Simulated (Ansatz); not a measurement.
**Si2W: W on a Si site**

Theory: Ansatz, DFT PBE, scalar-relativistic, plane waves, PAW. Run with 420 eV cutoff, 4×4×4 k-mesh, Gaussian smearing of 0.10 eV, no spin polarisation.

Host crystal, relaxed:

```
CELL_PARAMETERS angstrom
-1.61450 1.61450 3.93341
1.61450 -1.61450 3.93341
1.61450 1.61450 -3.93341
ATOMIC_POSITIONS crystal
Si 0.33457 0.33457 0.00000
Si 0.66543 0.66543 0.00000
W 0.00000 0.00000 0.00000
```

Supercell of 27 atoms, rows in host cell vectors: 1 1 0; 2 -1 0; -1 -1 -3. Atoms relax at the host's cell, keeping the symmetry that the supercell leaves at the site. The cell is small, so energies carry finite-size errors of tenths of an eV. The host is a metal.

Spin–orbit coupling is left out, which can shift energies with elements as heavy as these.

Defect: W on a Si site, charge 0.

Command:

```bash
ansatz run input.yaml --threads 4 --pin off --max-ram 10240MiB --backend cpu --events-out ev --progress --plain --runs-dir out
```

The input:

```yaml
crystal:
  lattice:
    - [0.0, 0.0, 7.866827823]
    - [-4.8434929727, 4.8434929727, 3.9334139115]
    - [-4.8434929727, -4.8434929727, 3.9334139115]
  atoms:
    - { symbol: W, position: [0.0012410722, 0.3333333333, 0.3333333333] }
    - { symbol: Si, position: [0.6679077389, 0.0, 0.3333333333] }
    - { symbol: Si, position: [0.3345744056, 0.0, 0.0] }
    - { symbol: Si, position: [0.0012410722, 0.0, 0.6666666667] }
    - { symbol: Si, position: [0.3345744056, 0.6666666667, 0.3333333333] }
    - { symbol: Si, position: [0.0012410722, 0.6666666667, 0.0] }
    - { symbol: Si, position: [0.6679077389, 0.3333333333, 0.0] }
    - { symbol: Si, position: [0.3345744056, 0.3333333333, 0.6666666667] }
    - { symbol: Si, position: [0.6679077389, 0.6666666667, 0.6666666667] }
    - { symbol: Si, position: [0.6654255944, 0.3333333333, 0.6666666667] }
    - { symbol: Si, position: [0.3320922611, 0.0, 0.6666666667] }
    - { symbol: Si, position: [0.9987589278, 0.0, 0.3333333333] }
    - { symbol: Si, position: [0.6654255944, 0.0, 1.0] }
    - { symbol: Si, position: [0.9987589278, 0.6666666667, 0.6666666667] }
    - { symbol: Si, position: [0.6654255944, 0.6666666667, 0.3333333333] }
    - { symbol: Si, position: [0.3320922611, 0.3333333333, 0.3333333333] }
    - { symbol: Si, position: [0.9987589278, 0.3333333333, 1.0] }
    - { symbol: Si, position: [0.3320922611, 0.6666666667, 1.0] }
    - { symbol: W, position: [0.0, 0.3333333333, 0.6666666667] }
    - { symbol: W, position: [0.6666666667, 1.0, 0.6666666667] }
    - { symbol: W, position: [0.3333333333, 1.0, 0.3333333333] }
    - { symbol: W, position: [0.0, 1.0, 1.0] }
    - { symbol: W, position: [0.3333333333, 0.6666666667, 0.6666666667] }
    - { symbol: W, position: [0.0, 0.6666666667, 0.3333333333] }
    - { symbol: W, position: [0.6666666667, 0.3333333333, 0.3333333333] }
    - { symbol: W, position: [0.3333333333, 0.3333333333, 1.0] }
    - { symbol: W, position: [0.6666666667, 0.6666666667, 1.0] }
basis:
  ecutwfc: 420
  xc_grid: 2
kpoints:
  mp_grid: { grid: [4, 4, 4], shift: [0.0, 0.0, 0.0] }
hamiltonian:
  xc: pbe
scf:
  occupations: { method: gaussian, width: 0.1 }
output:
  forces: true
  stress: false
  eigenvalues: true
relax:
  adjacent_minimum: "off"
  f_tol: 0.025
  max_steps: 45
```

From the output:

```
Warning: RAYON_NUM_THREADS=4 ignored (pool sized by the plan → 4); use --threads N
Crystal: 27 atoms, lattice volume = 369.103 Å³
Basis set: ecut = 420 eV, 7209 PW (Γ), exchange–correlation on 108×108×108 points (8 copies of the dense FFT grid, shifted against one another)
Bands: 131, of which v1, the nominal top of the filled ones, is band 104 counted from 1 (103 counted from 0)
Symmetry: 8 space group operations
Space group: I4mm (ITA 107), of the structure as read, at distance tolerance 7.2e-5 Å
k-points: 13 of 64 (time reversal used)
relax step   1: F+E_penalty+E_count = -114662.23846986 eV  Δ(F+E_penalty+E_count) = +0.000e0 eV  max|allowed force component| = 4.746e-1 eV/Å  Δτ_max = 0.0000 Å
relax step   2: F+E_penalty+E_count = -114662.29297256 eV  Δ(F+E_penalty+E_count) = -5.450e-2 eV  max|allowed force component| = 5.201e-1 eV/Å  Δτ_max = 0.0629 Å
relax step   3: F+E_penalty+E_count = -114662.32394988 eV  Δ(F+E_penalty+E_count) = -3.098e-2 eV  max|allowed force component| = 3.731e-2 eV/Å  Δτ_max = 0.0243 Å
relax step   4: F+E_penalty+E_count = -114662.32479637 eV  Δ(F+E_penalty+E_count) = -8.465e-4 eV  max|allowed force component| = 2.298e-2 eV/Å  Δτ_max = 0.0050 Å
SCF converged after 6 iterations
Free energy (F): -114662.324796 eV
E sigma→0 (E₀):  -114662.291032 eV
Fermi energy:    17.244574 eV
```

The relaxation gained 0.09 eV in 4 steps. The run took 33 s on 4 threads of Intel(R) Xeon(R) 6975P-C (Granite Rapids), on a shared host, peak memory 1.5 GiB.